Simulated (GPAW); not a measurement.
# TiTe2 (P-3m1) in GPAW: a series of runs

One crystal, TiTe2, is run at these levels: PBE, PBE+U; tasks: single point.

All numbers are computed with GPAW 26.7.0; they aren't measurements. Logs are shortened: lines on timing, memory, paths and dates and some standing lists are left out, and cuts for length are marked. The log counts tension as positive stress, the text compression.

## 1. The structure

Symmetry: P-3m1, No. 164, trigonal system. The conventional cell has a = 3.777 Å, b = 3.777 Å, c = 6.498 Å, α = 90.00°, β = 90.00°, γ = 120.00°. Around Te (site symmetry 3m) lie 3 Ti at 2.77 Å. Ti (site symmetry -3m) is surrounded by 6 Te at 2.77 Å.

## 2. Single point, PBE

run.py reads:

```python
from ase.dft.bandgap import bandgap
from ase.io import read, write
from ase.units import GPa
from gpaw import GPAW, PW

atoms = read('TiTe2.xyz')

calc = GPAW(mode=PW(500),
            xc='PBE',
            kpts={'size': (7, 7, 4), 'gamma': True},
            occupations={'name': 'fermi-dirac', 'width': 0.05},
            nbands=24,
            maxiter=120,
            txt='gpaw.txt')
atoms.calc = calc
energy = atoms.get_potential_energy()
forces = atoms.get_forces()
stress = atoms.get_stress()
calc.write('gs.gpw')
write('result.traj', atoms)
print(f'Energy: {energy:.6f} eV')
print('Forces (eV/A):')
print(forces.round(4))
print('Stress (GPa):', (stress / GPa).round(3))
print('Fermi level:', round(calc.get_fermi_level(), 4), 'eV')
print(f'Gap: {bandgap(calc)[0]:.4f} eV, direct: {bandgap(calc, direct=True)[0]:.4f} eV')
```

TiTe2.xyz reads:

```xyz
3
Lattice="3.7770000000 0.0000000000 0.0000000000 -1.8885000000 3.2709779501 0.0000000000 0.0000000000 0.0000000000 6.4980000000" Properties=species:S:1:pos:R:3 pbc="T T T"
Te    -0.0000000002      2.1806519668      4.7903256000
Te     1.8885000002      1.0903259833      1.7076744000
Ti     0.0000000000      0.0000000000      0.0000000000
```

Potentials or basis: GPAW PAW data sets (gpaw-data 1.2.1), pw.

Run with:

```console
$ OMP_NUM_THREADS=1 python run.py
```

gpaw.txt:

```text
__  _  _
 | _ |_)|_||  |
 |__||  | ||/\| - 26.7.0

Input parameters:
  mode=PW(ecut=500.0),
  kpts=MonkhorstPack(size=(7, 7, 4), gamma=True),
  maxiter=120,
  nbands=24,
  occupations=Occupations(name='fermi-dirac', width=0.05),
  xc=XC(name='PBE')

Diagonalizing LCAO Hamiltonian
Converting LCAO to pw mode

        Te

            Te

       Ti

Atoms  # Å, Bohr magnetons
|   | symbol |         x |        y |        z |    initial magnetic moments |
|---|--------|-----------|----------|----------|-----------------------------|
| 0 |     Te | -0.000000 | 2.180652 | 4.790326 | ( 0.0000,  0.0000,  0.0000) |
| 1 |     Te |  1.888500 | 1.090326 | 1.707674 | ( 0.0000,  0.0000,  0.0000) |
| 2 |     Ti |  0.000000 | 0.000000 | 0.000000 | ( 0.0000,  0.0000,  0.0000) |

Unit cell  # Å
| periodic |         x |        y |        z |  lengths |     angles |
|----------|-----------|----------|----------|----------|------------|
|      yes |  3.777000 | 0.000000 | 0.000000 | 3.777000 |  90.000000 |
|      yes | -1.888500 | 3.270978 | 0.000000 | 3.777000 |  90.000000 |
|      yes |  0.000000 | 0.000000 | 6.498000 | 6.498000 | 120.000000 |

Number of symmetries: 12
Symmetry operations  # r_c * U_cc + t_c -> r_c
|    | kind |            matrix            |
|----|------|------------------------------|
|  0 |  σ   |  1, 1, 0,  0,-1, 0,  0, 0, 1 |
|  1 |  S6  |  1, 1, 0, -1, 0, 0,  0, 0,-1 |
|  2 |  E   |  1, 0, 0,  0, 1, 0,  0, 0, 1 |
|  3 |  C2  |  1, 0, 0, -1,-1, 0,  0, 0,-1 |
|  4 |  C2  |  0, 1, 0,  1, 0, 0,  0, 0,-1 |
|  5 |  C3  |  0, 1, 0, -1,-1, 0,  0, 0, 1 |
|  6 |  S6  |  0,-1, 0,  1, 1, 0,  0, 0,-1 |
|  7 |  σ   |  0,-1, 0, -1, 0, 0,  0, 0, 1 |
|  8 |  σ   | -1, 0, 0,  1, 1, 0,  0, 0, 1 |
|  9 |  i   | -1, 0, 0,  0,-1, 0,  0, 0,-1 |
| 10 |  C3  | -1,-1, 0,  1, 0, 0,  0, 0, 1 |
| 11 |  C2  | -1,-1, 0,  0, 1, 0,  0, 0,-1 |

BZ-sampling:
  Number of BZ points: 196
  Number of IBZ points: 28

  Monkhorst-Pack size: [7, 7, 4]
  Monkhorst-Pack shift: [0.0, 0.0, 0.125]

K-points  # in reciprocal-cell coordinates
|     |                                coordinates |     weight |
|-----|--------------------------------------------|------------|
|   0 | (  0.00000000,   0.00000000,   0.00000000) | 0.00510204 |
|   1 | (  0.00000000,   0.00000000,   0.25000000) | 0.01020408 |
|   2 | (  0.00000000,   0.00000000,   0.50000000) | 0.00510204 |
|   3 | (  0.14285714,   0.00000000,  -0.25000000) | 0.03061224 |
|   4 | (  0.14285714,   0.00000000,   0.00000000) | 0.03061224 |
|   5 | (  0.14285714,   0.00000000,   0.25000000) | 0.03061224 |
|   6 | (  0.14285714,   0.00000000,   0.50000000) | 0.03061224 |
|   7 | (  0.28571429,  -0.14285714,   0.00000000) | 0.03061224 |
|   8 | (  0.28571429,  -0.14285714,   0.25000000) | 0.06122449 |
|   9 | (  0.28571429,  -0.14285714,   0.50000000) | 0.03061224 |
| ... |                                            |            |
|  27 | (  0.42857143,   0.42857143,   0.50000000) | 0.03061224 |

Plane wave coefficients: 2054
Cutoff: 500.0 eV

Spin-components: 1 (collinear spins)
Bands:           24
Projectors:      16
Spin-degeneracy: 2
Datatype:        complex128

Parallelization:
  kpt:    1
  domain: 1
  band:   1

Density:
  Valence electrons: 24.0
  Components: 1
  Grid points: [20 20 35]
  Charge: 0.0  # |e|

Potential:
  Grid points: [20 20 35]

species:
  Te:
    name:    Tellurium
    Z:       52.0
    valence: 6
    core:    46
    charge:  0.0  # [|e|]
    compensation charges:
      type: gauss
      rc: 0.36  # [Å]
      lmax: 2
    cutoffs:
      filter: 2.09  # [Å]
      core: 3.17  # [Å]
    projectors
    | kind |    occ | energy [eV] | rcut [Å] |
    |------|--------|-------------|----------|
    |   5s |  2.000 |     -15.089 |    1.180 |
    |   5p |  4.000 |      -5.955 |    1.196 |
    |    s |        |      12.123 |    1.180 |
    |    p |        |      21.256 |    1.196 |
    |    d |        |       0.000 |    1.238 |

    Using partial waves for Te as LCAO basis

  Ti:
    name:    Titanium
    Z:       22.0
    valence: 12
    core:    10
    charge:  0.0  # [|e|]
    compensation charges:
      type: gauss
      rc: 0.38  # [Å]
      lmax: 2
    cutoffs:
      filter: 2.23  # [Å]
      core: 1.02  # [Å]
    projectors
    | kind |    occ | energy [eV] | rcut [Å] |
    |------|--------|-------------|----------|
    |   3s |  2.000 |     -62.623 |    1.270 |
    |   4s |  2.000 |      -4.466 |    1.270 |
    |   3p |  6.000 |     -38.862 |    1.058 |
    |   4p |  0.000 |      -1.466 |    1.058 |
    |   3d |  2.000 |      -4.258 |    1.058 |
    |    d |        |      22.953 |    1.058 |

    Using partial waves for Ti as LCAO basis

Reference energy: -392805.381149  # eV

eigensolver:
  PPCG
  Converge bands: occupied
  niter=2

density mixing:
  MSR1-Mixer
  Pratt-step length: 0.05
  Maximum mixing coefficient: 0.75
  Old densities: 10
  SVD Regularization: 0.005
  Good broyden scale: 1.0
  Trust region scale: 1.0
  Backstep threshold: 4.0
  History deletion threshold: 6.0
  Fourier metric: weight=20.0, sigma=0.015

occupation numbers:
  Fermi-Dirac:
    width: 0.0500  # eV

poisson solver:
  ecut: 4000.0  # eV

xc functional:
  name: PBE with 2 nearest neighbor stencil

convergence criteria:
- Maximum [total energy] change in last 3 cyles: 0.0005 eV / valence electron
- Maximum integral of absolute [dens]ity change: 0.0001 electrons / valence electron
- Maximum integral of absolute [eigenst]ate change: 4e-08 eV^2 / valence electron
maximum number of iterations: 120

SCF iterations
|iter     | |      energy | eigst |  dens |
|---------|-|-------------|-------|-------|
|iter:   1| |  -15.336121 | -0.04 |       |
|iter:   2| |  -15.294977 | -2.35 | -1.23 |
|iter:   3| |  -15.487555 | -1.56 | -1.27 |
|iter:   4| |  -15.337369 | -2.04 | -1.19 |
|iter:   5| |  -15.158509 | -2.61 | -1.32 |
|iter:   6| |  -15.161628 | -3.22 | -1.94 |
|iter:   7| |  -15.160161c| -4.07 | -2.45 |
|iter:   8| |  -15.160145c| -4.99 | -3.08 |
|iter:   9| |  -15.160144c| -6.83 | -3.83 |
|iter:  10| |  -15.160144c| -8.09c| -4.48c|

Converged in 10 steps
Energy contributions relative to reference atoms: (reference = -392805.381149)

Energy contributions:
  Kinetic:          25.228077
  Coulomb:         -25.428033
  Zero:              0.272236
  External:          0.000000
  Xc:              -15.227085
  Entropy:          -0.010680
  Spinorbit:         0.000000
  ----------------------------
  Free energy:     -15.165484
  Extrapolated:    -15.160144

dipole moment: (-6.004099, -10.399404, -20.659060)  # |e|*Ang

Fermi level: 6.633
Eigenvalues  # (at kpt = [0.000, 0.000, 0.000])
| band index |      eig [eV] | occ [0-2] |
|------------|---------------|-----------|
|          0 |       -50.814 |     2.000 |
|          1 |       -27.075 |     2.000 |
|          2 |       -27.075 |     2.000 |
|          3 |       -27.042 |     2.000 |
|          4 |        -5.732 |     2.000 |
|          5 |        -4.229 |     2.000 |
[... 9 lines left out ...]
|         15 |         9.718 |     0.000 |
|         16 |         9.718 |     0.000 |
|        ... |               |           |
|         23 |        17.491 |     0.000 |

No gap
No difference between direct/indirect transitions

Forces  # eV/Ang
|        x |        y |        z |
|----------|----------|----------|
|  0.00000 |  0.00000 |  0.01310 |  # Te   0
|  0.00000 | -0.00000 | -0.01310 |  # Te   1
| -0.00000 |  0.00000 |  0.00000 |  # Ti   2

Stress tensor  # eV/Ang^3
|         x |         y |         z |
|-----------|-----------|-----------|
| -0.003143 |  0.000000 |  0.000000 |
| -0.000000 | -0.003143 |  0.000000 |
|  0.000000 |  0.000000 | -0.005050 |

# Writing to gs.gpw (mode='')
```

Run time: 20 s. Hardware: 1 thread of Arm Neoverse V2, shared host; peak memory 0.18 GiB.

Results:

```yaml
Free_energy: -15.1655 eV
Pressure: 0.6 GPa
Largest_force: 0.013 eV/Å
Band_gap_on_the_k_mesh: none (metal or under the smearing width)
```

Forces in eV/Å, atoms in the order of the input:
```
Te   0.000  0.000  0.013
Te   0.000  0.000 -0.013
Ti   0.000  0.000  0.000
```

Caveat: the cutoff is short for stress and forces, so pressures can be off by a GPa or more; this functional lacks dispersion, which binds the layers, so the pressure and a relaxed spacing across them are unreliable.

## 3. Single point, PBE+U

Changes to run.py since step 2:

```diff
@@ -5,5 +5,5 @@
 
-atoms = read('TiTe2.xyz')
+atoms = read('POSCAR')
 
-calc = GPAW(mode=PW(500),
+calc = GPAW(mode=PW(400),
             xc='PBE',
@@ -11,2 +11,3 @@
             occupations={'name': 'fermi-dirac', 'width': 0.05},
+            setups={'Ti': ':d,1.0'},
             nbands=24,
```

POSCAR reads:

```
TiTe2
1.0
    3.7770000000      0.0000000000      0.0000000000
   -1.8885000000      3.2709779501      0.0000000000
    0.0000000000      0.0000000000      6.4980000000
Te Ti
2 1
Direct
    0.3333333333      0.6666666667      0.7372000000
    0.6666666667      0.3333333333      0.2628000000
    0.0000000000      0.0000000000      0.0000000000
```

Potentials or basis: GPAW PAW data sets (gpaw-data 1.2.1), pw.

Run with:

```console
$ OMP_NUM_THREADS=1 python run.py
```

gpaw.txt:

```text
__  _  _
 | _ |_)|_||  |
 |__||  | ||/\| - 26.7.0

Input parameters:
  mode=PW(ecut=400.0),
  kpts=MonkhorstPack(size=(7, 7, 4), gamma=True),
  maxiter=120,
  nbands=24,
  occupations=Occupations(name='fermi-dirac', width=0.05),
  setups={'Ti': ':d,1.0'},
  xc=XC(name='PBE')

Diagonalizing LCAO Hamiltonian
Converting LCAO to pw mode

        Te

            Te

       Ti

Atoms  # Å, Bohr magnetons
|   | symbol |         x |        y |        z |    initial magnetic moments |
|---|--------|-----------|----------|----------|-----------------------------|
| 0 |     Te | -0.000000 | 2.180652 | 4.790326 | ( 0.0000,  0.0000,  0.0000) |
| 1 |     Te |  1.888500 | 1.090326 | 1.707674 | ( 0.0000,  0.0000,  0.0000) |
| 2 |     Ti |  0.000000 | 0.000000 | 0.000000 | ( 0.0000,  0.0000,  0.0000) |

Unit cell  # Å
| periodic |         x |        y |        z |  lengths |     angles |
|----------|-----------|----------|----------|----------|------------|
|      yes |  3.777000 | 0.000000 | 0.000000 | 3.777000 |  90.000000 |
|      yes | -1.888500 | 3.270978 | 0.000000 | 3.777000 |  90.000000 |
|      yes |  0.000000 | 0.000000 | 6.498000 | 6.498000 | 120.000000 |

Number of symmetries: 12
Symmetry operations  # r_c * U_cc + t_c -> r_c
|    | kind |            matrix            |
|----|------|------------------------------|
|  0 |  σ   |  1, 1, 0,  0,-1, 0,  0, 0, 1 |
|  1 |  S6  |  1, 1, 0, -1, 0, 0,  0, 0,-1 |
|  2 |  E   |  1, 0, 0,  0, 1, 0,  0, 0, 1 |
|  3 |  C2  |  1, 0, 0, -1,-1, 0,  0, 0,-1 |
|  4 |  C2  |  0, 1, 0,  1, 0, 0,  0, 0,-1 |
|  5 |  C3  |  0, 1, 0, -1,-1, 0,  0, 0, 1 |
|  6 |  S6  |  0,-1, 0,  1, 1, 0,  0, 0,-1 |
|  7 |  σ   |  0,-1, 0, -1, 0, 0,  0, 0, 1 |
|  8 |  σ   | -1, 0, 0,  1, 1, 0,  0, 0, 1 |
|  9 |  i   | -1, 0, 0,  0,-1, 0,  0, 0,-1 |
| 10 |  C3  | -1,-1, 0,  1, 0, 0,  0, 0, 1 |
| 11 |  C2  | -1,-1, 0,  0, 1, 0,  0, 0,-1 |

BZ-sampling:
  Number of BZ points: 196
  Number of IBZ points: 28

  Monkhorst-Pack size: [7, 7, 4]
  Monkhorst-Pack shift: [0.0, 0.0, 0.125]

K-points  # in reciprocal-cell coordinates
|     |                                coordinates |     weight |
|-----|--------------------------------------------|------------|
|   0 | (  0.00000000,   0.00000000,   0.00000000) | 0.00510204 |
|   1 | (  0.00000000,   0.00000000,   0.25000000) | 0.01020408 |
|   2 | (  0.00000000,   0.00000000,   0.50000000) | 0.00510204 |
|   3 | (  0.14285714,   0.00000000,  -0.25000000) | 0.03061224 |
|   4 | (  0.14285714,   0.00000000,   0.00000000) | 0.03061224 |
|   5 | (  0.14285714,   0.00000000,   0.25000000) | 0.03061224 |
|   6 | (  0.14285714,   0.00000000,   0.50000000) | 0.03061224 |
|   7 | (  0.28571429,  -0.14285714,   0.00000000) | 0.03061224 |
|   8 | (  0.28571429,  -0.14285714,   0.25000000) | 0.06122449 |
|   9 | (  0.28571429,  -0.14285714,   0.50000000) | 0.03061224 |
| ... |                                            |            |
|  27 | (  0.42857143,   0.42857143,   0.50000000) | 0.03061224 |

Plane wave coefficients: 1485
Cutoff: 400.0 eV

Spin-components: 1 (collinear spins)
Bands:           24
Projectors:      16
Spin-degeneracy: 2
Datatype:        complex128

Parallelization:
  kpt:    1
  domain: 1
  band:   1

Density:
  Valence electrons: 24.0
  Components: 1
  Grid points: [18 18 30]
  Charge: 0.0  # |e|

Potential:
  Grid points: [18 18 30]

species:
  Te:
    name:    Tellurium
    Z:       52.0
    valence: 6
    core:    46
    charge:  0.0  # [|e|]
    compensation charges:
      type: gauss
      rc: 0.36  # [Å]
      lmax: 2
    cutoffs:
      filter: 2.09  # [Å]
      core: 3.17  # [Å]
    projectors
    | kind |    occ | energy [eV] | rcut [Å] |
    |------|--------|-------------|----------|
    |   5s |  2.000 |     -15.089 |    1.180 |
    |   5p |  4.000 |      -5.955 |    1.196 |
    |    s |        |      12.123 |    1.180 |
    |    p |        |      21.256 |    1.196 |
    |    d |        |       0.000 |    1.238 |

    Using partial waves for Te as LCAO basis

  Ti:
    name:    Titanium
    Z:       22.0
    valence: 12
    core:    10
    charge:  0.0  # [|e|]
    Hubbard: {U: 1.0,  # eV
              l: 2,
              scale: True}
    compensation charges:
      type: gauss
      rc: 0.38  # [Å]
      lmax: 2
    cutoffs:
      filter: 2.23  # [Å]
      core: 1.02  # [Å]
    projectors
    | kind |    occ | energy [eV] | rcut [Å] |
    |------|--------|-------------|----------|
    |   3s |  2.000 |     -62.623 |    1.270 |
    |   4s |  2.000 |      -4.466 |    1.270 |
    |   3p |  6.000 |     -38.862 |    1.058 |
    |   4p |  0.000 |      -1.466 |    1.058 |
    |   3d |  2.000 |      -4.258 |    1.058 |
    |    d |        |      22.953 |    1.058 |

    Using partial waves for Ti as LCAO basis

Reference energy: -392805.381149  # eV

eigensolver:
  PPCG
  Converge bands: occupied
  niter=2

density mixing:
  MSR1-Mixer
  Pratt-step length: 0.05
  Maximum mixing coefficient: 0.75
  Old densities: 10
  SVD Regularization: 0.005
  Good broyden scale: 1.0
  Trust region scale: 1.0
  Backstep threshold: 4.0
  History deletion threshold: 6.0
  Fourier metric: weight=20.0, sigma=0.015

occupation numbers:
  Fermi-Dirac:
    width: 0.0500  # eV

poisson solver:
  ecut: 3200.0  # eV

xc functional:
  name: PBE with 2 nearest neighbor stencil

convergence criteria:
- Maximum [total energy] change in last 3 cyles: 0.0005 eV / valence electron
- Maximum integral of absolute [dens]ity change: 0.0001 electrons / valence electron
- Maximum integral of absolute [eigenst]ate change: 4e-08 eV^2 / valence electron
maximum number of iterations: 120

SCF iterations
|iter     | |      energy | eigst |  dens |
|---------|-|-------------|-------|-------|
|iter:   1| |  -14.508721 | -0.07 |       |
|iter:   2| |  -14.459784 | -2.41 | -1.20 |
|iter:   3| |  -14.362549 | -2.12 | -1.24 |
|iter:   4| |  -14.356444 | -2.42 | -1.50 |
|iter:   5| |  -14.322162 | -3.22 | -1.61 |
|iter:   6| |  -14.324940 | -3.76 | -2.10 |
|iter:   7| |  -14.325048c| -4.83 | -2.88 |
|iter:   8| |  -14.325048c| -6.32 | -3.56 |
|iter:   9| |  -14.325049c| -7.49c| -4.14c|

Converged in 9 steps
Energy contributions relative to reference atoms: (reference = -392805.381149)

Energy contributions:
  Kinetic:          24.612820
  Coulomb:         -25.106714
  Zero:              0.375717
  External:          0.000000
  Xc:              -14.201992
  Entropy:          -0.009759
  Spinorbit:         0.000000
  ----------------------------
  Free energy:     -14.329928
  Extrapolated:    -14.325049

dipole moment: (-6.017950, -10.423395, -20.706718)  # |e|*Ang

Fermi level: 6.734
Eigenvalues  # (at kpt = [0.000, 0.000, 0.000])
| band index |      eig [eV] | occ [0-2] |
|------------|---------------|-----------|
|          0 |       -51.116 |     2.000 |
|          1 |       -27.366 |     2.000 |
|          2 |       -27.366 |     2.000 |
|          3 |       -27.323 |     2.000 |
|          4 |        -5.713 |     2.000 |
|          5 |        -4.204 |     2.000 |
[... 9 lines left out ...]
|         15 |         9.752 |     0.000 |
|         16 |         9.752 |     0.000 |
|        ... |               |           |
|         23 |        17.156 |     0.000 |

No gap
No difference between direct/indirect transitions

Forces  # eV/Ang
|        x |        y |        z |
|----------|----------|----------|
|  0.00000 |  0.00000 | -0.01067 |  # Te   0
| -0.00000 |  0.00000 |  0.01067 |  # Te   1
| -0.00000 | -0.00000 |  0.00000 |  # Ti   2

Stress tensor  # eV/Ang^3
|         x |         y |         z |
|-----------|-----------|-----------|
| -0.003386 |  0.000000 |  0.000000 |
|  0.000000 | -0.003386 |  0.000000 |
|  0.000000 |  0.000000 | -0.004054 |

# Writing to gs.gpw (mode='')
```

Run time: 39 s. Hardware: 1 thread of Intel Xeon at 2.50GHz (Skylake/Cascade Lake), shared host; peak memory 0.16 GiB.

The run converged, but some of its settings lie outside the range that counts as converged, so its numbers aren't taken as properties of the crystal.

What came out:

| Quantity | Value |
| --- | --- |
| Free energy | -14.3299 eV |
| Pressure | 0.6 GPa |
| Largest force | 0.011 eV/Å |
| Band gap on the k mesh | none (metal or under the smearing width) |

Caveat: the cutoff is short for stress and forces, so pressures can be off by a GPa or more; this functional lacks dispersion, which binds the layers, so the pressure and a relaxed spacing across them are unreliable; U without spin polarisation on a metal has little footing; the U is typed as a test and isn't derived for this compound.

## 4. Single point, PBE

Changes to run.py since step 3:

```diff
@@ -1,3 +1,4 @@
+from ase import Atoms
 from ase.dft.bandgap import bandgap
-from ase.io import read, write
+from ase.io import write
 from ase.units import GPa
@@ -5,5 +6,12 @@
 
-atoms = read('POSCAR')
+atoms = Atoms(['Te', 'Te', 'Ti'],
+              cell=[[3.777, 0.0, 0.0],
+                    [-1.8885, 3.2709779501, 0.0],
+                    [0.0, 0.0, 6.498]],
+              scaled_positions=[[0.3333333333, 0.6666666667, 0.7372],
+                                [0.6666666667, 0.3333333333, 0.2628],
+                                [0.0, 0.0, 0.0]],
+              pbc=True)
 
-calc = GPAW(mode=PW(400),
+calc = GPAW(mode=PW(500),
             xc='PBE',
@@ -11,3 +19,2 @@
             occupations={'name': 'fermi-dirac', 'width': 0.05},
-            setups={'Ti': ':d,1.0'},
             nbands=24,
```

Run with:

```console
$ OMP_NUM_THREADS=1 python run.py
```

It took 24 s on 1 thread of Arm Neoverse V1, shared host; peak memory 0.19 GiB.

It converged, with:

| Quantity | Value |
| --- | --- |
| Free energy | -15.1655 eV |
| Pressure | 0.6 GPa |
| Largest force | 0.013 eV/Å |
| Band gap on the k mesh | none (metal or under the smearing width) |

Forces on the atoms (eV/Å):
```
Te   0.000  0.000  0.013
Te   0.000  0.000 -0.013
Ti   0.000  0.000  0.000
```

Stress tensor (GPa, compression positive):
```
0.50 0.00 0.00
0.00 0.50 0.00
0.00 0.00 0.81
```

Levels at points of the mesh, in eV from the Fermi level:
```
           k point  band 8  band 9  band 10  band 11  band 12  band 13  band 14  band 15  band 16  band 17
(0.00, 0.00, 0.00)   -1.66   -1.66     0.37     0.42     0.42     0.59     1.08     1.08     3.08     3.08
(0.00, 0.00, 0.50)   -2.63   -1.59    -1.59     0.41     0.41     0.77     0.77     1.05     3.51     3.51
```

Caveat: the cutoff is short for stress and forces, so pressures can be off by a GPa or more; this functional lacks dispersion, which binds the layers, so the pressure and a relaxed spacing across them are unreliable.

## 5. For comparison

An earlier run on the cell as given: functional PBEsol; potentials or basis PAW data sets generated in the run's folder for this functional; cutoff 600 eV; basis pw; k mesh 8 × 8 × 4; occupations fermi-dirac, width 0.05 eV; no spin polarisation.

* Pressure: -2.6 GPa
* Largest force: 0.126 eV/Å
* Band gap on the k mesh: none (metal or under the smearing width)
